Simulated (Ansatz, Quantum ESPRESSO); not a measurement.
Moving the pressure in TiC

The cell as given:

The structure is cubic, space group Fm-3m (No. 225). Conventional cell: a = 4.331 Å, b = 4.331 Å, c = 4.331 Å, α = 90.00°, β = 90.00°, γ = 90.00°. Ti (site symmetry m-3m) is surrounded by 6 C at 2.17 Å. C (site symmetry m-3m) is surrounded by 6 Ti at 2.17 Å.

Kept alike: task relaxation of cell and atoms; functional PBEsol; k mesh 11 × 11 × 11; occupations fermi-dirac, width 0.05 eV; no spin polarisation. Program: Quantum ESPRESSO, GBRV 1.5 PBEsol, cutoff 707 eV. The mesh is that of the run's cell of 2 atoms. No spin-orbit coupling.

```csv
"pressure, P (GPa)",volume (Å³/atom)
0,9.895
2,?
5,9.718
10,9.556
20,9.266
30,9.014
```

The relaxations keep at least the cell's symmetry (Fm-3m). For a metal such a mesh leaves the last digits unconverged. The runs follow the start's structure, whether or not it is the stable one at these pressures. P is the pressure aimed at, which the runs meet within some hundredths to tenths of a GPa.

Problem. Fit the rows shown and predict the run at 2 GPa.

Solution. Murnaghan's form V = V0 (1 + B′P/B0)^(-1/B′) through the rows shown has V0 = 9.8949, B0 = 268.2 GPa and B′ = 3.79 (largest miss 0.0003); at P = 2 it gives 9.822 Å³/atom. The run gave: volume 9.822 Å³/atom.
